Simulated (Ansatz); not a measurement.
# Pt(111) / 3 layers Tc(0001) / Pt(111): resistance against film thickness, part 3 of 3

How does the resistance across the layers grow with the film in Pt(111) / 3 layers Tc(0001) / Pt(111)?

Ansatz 0.2.0; Ansatz plane-wave DFT, PBEsol, PAW files; ballistic transport by layer matching (Landauer), zero bias; PAW set ansatz+soft_1.

So far. Step 6 (With 10 layers, film layers 10): The conductance of the junction is 6.5e14 S/m², 0.71 % over the 6.4e14 S/m² of the last finished run, within the error estimates, leads' steps apart, of 5.9 and 5.5 %.

## Step 7: Cost and result by level

Times are for 4 threads of AMD EPYC 7B13 (Zen 3), shared host. The runs compared:

| no. | film layers | area resistance that the stack adds (contact term taken off, spin by spin) (fΩ m²) | conductance of the junction (S/m²) | time | memory (GiB) |
| --- | --- | --- | --- | --- | --- |
| 1 | 3 | 1.021 | 6.62e14 | 2.4 min | 1.1 |
| 2 | 5 | 1.150 | 6.09e14 | 100 s | 1.4 |
| 3 | 6 | 0.9811 | 6.78e14 | 1.8 min | 1.8 |
| 4 | 8 | 1.059 | 6.43e14 | 2.3 min | 2.2 |
| 5 | 10 | 1.048 | 6.48e14 | 2.6 min | 2.4 |

## Step 8: With 5 layers

The run is repeated with changed settings as a check of sensitivity.

This step: Ansatz plane-wave DFT, PBEsol, PAW files; ballistic transport by layer matching (Landauer), zero bias; changed: output.transmission.kmesh = [22, 22], output.transmission.e_range = [-5, 2], output.transmission.de = 0.035; PAW set ansatz+soft_1 (Ansatz 0.2.0).

System of this step: Pt(111) / 5 layers Tc(0001) / Pt(111). The cell holds 13 atoms: 8 Pt and 5 Tc. Its edges and angles: a = 2.773 Å, b = 2.773 Å, c = 28.848 Å, α = 90.0°, β = 90.0°, γ = 120.0°. It derives from Pt and Tc. Regions: lead, 8 atoms (8 Pt); films, 5 atoms (5 Tc). The structure is stacked along c, and the current runs across the ab planes.

input.yaml

```yaml
crystal:
  lattice:
    - [2.7731313745, 0.0, 0.0]
    - [-1.3865656872, 2.4016022183, 0.0]
    - [0.0, 0.0, 28.8478670172]
  atoms:
    - { symbol: Pt, position: [0.0, 0.0, 0.0392447089] }
    - { symbol: Pt, position: [0.3333333333, 0.6666666667, 0.1177341266] }
    - { symbol: Pt, position: [0.6666666667, 0.3333333333, 0.1962235444] }
    - { symbol: Pt, position: [0.0, 0.0, 0.2747129621] }
    - { symbol: Tc, position: [0.3333333333, 0.6666666667, 0.3511661368] }
    - { symbol: Tc, position: [0.6666666667, 0.3333333333, 0.4255830684] }
    - { symbol: Tc, position: [0.3333333333, 0.6666666667, 0.5] }
    - { symbol: Tc, position: [0.6666666667, 0.3333333333, 0.5744169316] }
    - { symbol: Tc, position: [0.3333333333, 0.6666666667, 0.6488338632] }
    - { symbol: Pt, position: [0.6666666667, 0.3333333333, 0.7252870379] }
    - { symbol: Pt, position: [0.0, 0.0, 0.8037764556] }
    - { symbol: Pt, position: [0.3333333333, 0.6666666667, 0.8822658734] }
    - { symbol: Pt, position: [0.6666666667, 0.3333333333, 0.9607552911] }
kpoints:
  mp_grid: { grid: [15, 15, 1] }
hamiltonian:
  xc: pbesol
  pseudopotentials: { kind: paw, azcp: { Pt: "soft_1/Pt.paw.azcp" }, xc_functional: pbe }
scf:
  occupations: { method: fermi_dirac, width: 0.1 }
output:
  transmission: { leads: [[0, 1]], kmesh: [22, 22], e_range: [-5, 2], de: 0.035 }
  write_potential: true
  write_density: true
  volumetric_format: npy
```

On the command line:

```console
$ ansatz run input.yaml --threads 4 --pin off --max-ram 8192MiB --backend cpu --events-out ev --progress --plain --runs-dir out
```

Numbers of over 12 decimals in the logs are rounded to 6 here.

Output:

```text
[...]
Crystal: 13 atoms, lattice volume = 192.126 Å³
Basis set: ecut = 500 eV, 4785 PW (Γ)
Bands: 132, of which v1, the nominal top of the filled ones, is band 110 counted from 1 (109 counted from 0)
Symmetry: 6 space group operations
[...]
k-points: 27 of 225 (time reversal used)
[...]
SCF iter   1: F=—  HF=-125851.612324 eV  |F-HF|=—  |Δ(HF+E_count)|=         —  Δρ=3.75e-1  dr2=1.23e4  ethr=3.10e-3  ⟨swp⟩=6.0  Hψ=12482  notcnv=0  defer=12
[...]
SCF iter  12: F=-125772.196878 eV  HF=-125772.196878 eV  |F-HF|=1.83e-9  |Δ(HF+E_count)|=   1.83e-9  Δρ=3.70e-7  dr2=1.94e-9  ethr=4.57e-11  ⟨swp⟩=8.2  Hψ=8135  notcnv=0
SCF 1 converged in 12 iterations: F = -125772.196878 eV  dr2 = 1.94e-9
[...]
transmission: 277 of 2756 steps passed
transmission: 558 of 2756 steps passed
[...]
transmission: 2756 of 2756 steps passed
SCF converged after 12 iterations
Free energy (F): -125772.196878 eV
[...]
Internal energy: -125771.635761 eV  (E = F + TS)
E sigma→0 (E₀):  -125771.916320 eV
Entropy (-TS):   -0.561117 eV (-43.163 meV/atom)
Fermi energy:    22.935046 eV
[...]
--- Band table (eV; the first three rows and the last of 27) ---
  k-point 0: bands = [... 106 lower, 21.6438, 21.6938, 21.6938, 21.7243, 21.9675, 21.9675, 22.1320, 22.1320, ... 18 higher]
  k-point 1: bands = [... 106 lower, 21.6164, 21.6906, 21.8236, 21.8418, 21.9694, 22.0272, 22.1997, 22.2384, ... 18 higher]
  k-point 2: bands = [... 106 lower, 21.6929, 21.8313, 21.9057, 21.9571, 22.1103, 22.1360, 22.3306, 22.4238, ... 18 higher]
  k-point 26: bands = [... 106 lower, 22.8392, 22.9030, 22.9223, 22.9791, 23.7480, 24.8303, 24.8521, 25.1298, ... 18 higher]
--- Transmission ---
  basis      : 73 plane waves across, 53 finite elements along
  points     : 52, standing for a mesh of 22 x 22
[...]
filled         : 17.3 meV over the level at which it is neutral
    channels       : 1.628099e0 a spin
[...]
slowest decay  : 0.0456 /Å at (0.3636, 0.2727)
  junction   : crystal 0 to crystal 0, 0.70 to 27.28 Å
    transmission   : 5.294825e-1 a spin
[...]
resistance     : 1.1310e-3 Ω µm² beyond half of each lead's own
```

The job ended after 4.2 min (4 threads of AMD EPYC 7B13 (Zen 3), shared host; peak memory 1.3 GiB; 16 min of CPU time).

Residual by cycle:

cycle, log10 residual and a bar from the least value:
```
        1        4.1 ##############################
        2        3.1 ############################
        3        1.8 #########################
        4        0.3 #####################
        5       -0.8 ##################
        6       -2.0 ################
        7       -2.6 ##############
        8       -3.7 ############
        9       -4.4 ##########
       10       -5.7 #######
       11       -6.5 #####
       12       -8.7
```

The run finished with changed settings (output.transmission.kmesh = [22, 22], output.transmission.e_range = [-5, 2] and output.transmission.de = 0.035); it serves as a test.

Side by side:

| quantity | this run | sound run | difference |
| --- | --- | --- | --- |
| ballistic conductance of the lead (S/m²) | 2.013e15 | 2.029e15 | -1.6e13 |
| lead conductance per cell (G₀) | 1.7301 | 1.7440 | -0.0138 |
| conductance of the junction (S/m²) | 6.143e14 | 6.088e14 | 5.5e12 |
| junction conductance per cell (G₀) | 0.52803 | 0.52329 | 0.00474 |
| area resistance that the stack adds (contact term taken off, spin by spin) (fΩ m²) | 1.131 | 1.1497 | -0.0187 |

## Step 9: What came out

| Item | Value |
| --- | --- |
| area resistance, 3 layers | 1.02 fΩ m² |
| area resistance, 5 layers | 1.15 fΩ m² |
| area resistance, 6 layers | 0.981 fΩ m² |
| area resistance, 8 layers | 1.06 fΩ m² |
| area resistance, 10 layers | 1.05 fΩ m² |

What this shows: The stack adds 1.0 fΩ m² with 3 layers and 1.0 fΩ m² with 10. From 5 layers on no step exceeds the two runs' error estimates together, as expected where only the two interfaces scatter; half the mean, 0.53 fΩ m², is a rough coherent figure for one interface. With an hcp and an fcc partner, odd and even counts of layers end in unlike stacking at the second interface, which mixes with the effect of thickness. Atoms sit on ideal sites and aren't relaxed. Spin-orbit coupling is left out, which matters for Pt. Tc(0001) is stretched by 1.2 % in plane to fit Pt(111), at its own atomic volume.

[Logs are printed without paths, hosts, clocks, repeated set-up lines and the standing remarks that a program may print on its own settings, such as how far it seeks lower states.]

[Hosts, paths, dates, database ids (printed as entryN), source tags and the programs' standing remarks are cut or masked in the printed files.]
